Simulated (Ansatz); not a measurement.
# SiO2 — electric field gradients

The cell is a structure deposited in the COD, atoms as given.

Space group P4_12_12 (No. 92); a = 4.9820, c = 6.9630 Å.

| site | Wyckoff | site symmetry | x | y | z |
| --- | --- | --- | --- | --- | --- |
| Si | 4a | ..2 | 0.2990 | 0.2990 | 0.0000 |
| O | 8b | 1 | 0.2399 | 0.1035 | 0.1781 |

One atom of each set is listed.

The numbers come from a DFT calculation in Ansatz (PBE, plane waves and PAW (field gradients read without the response of the frozen cores, which leaves them typically 4 to 6 % off), scalar-relativistic, 420 eV cutoff, Γ-centred 5×5×4 k-points, Fermi–Dirac smearing 0.02 eV).

Conventions: |V_zz| ≥ |V_yy| ≥ |V_xx|, η = (V_xx − V_yy)/V_zz, C_Q = eQV_zz/h.

O-17: I = 5/2, Q = -25.58 mb. Nuclear quadrupole moments: year-2017 set (Pyykkö).

Problem. What field gradients does the calculation give at each kind of site?

Solution. 

```csv
site,atoms,first shell,V_zz (10²¹ V/m²),η,C_Q (MHz)
Si,4,4 O at 1.60–1.61 Å,-0.24,0.60,–
O,8,"2 Si at 1.60–1.61 Å, angle 147°",9.50,0.14,-5.87
```

At O V_zz runs parallel to the line that joins its two neighbours (within 1°).

Si has no stable isotope with a ground-state quadrupole moment in the table, so no C_Q is given.

The calculated pressure of 6 GPa (PBE) comes largely from the unrelaxed atoms: it is 1.1 GPa once they are relaxed in the same cell. The largest force is 0.4 eV/Å, so the atoms aren't at the calculated equilibrium and relaxing them would move these values.
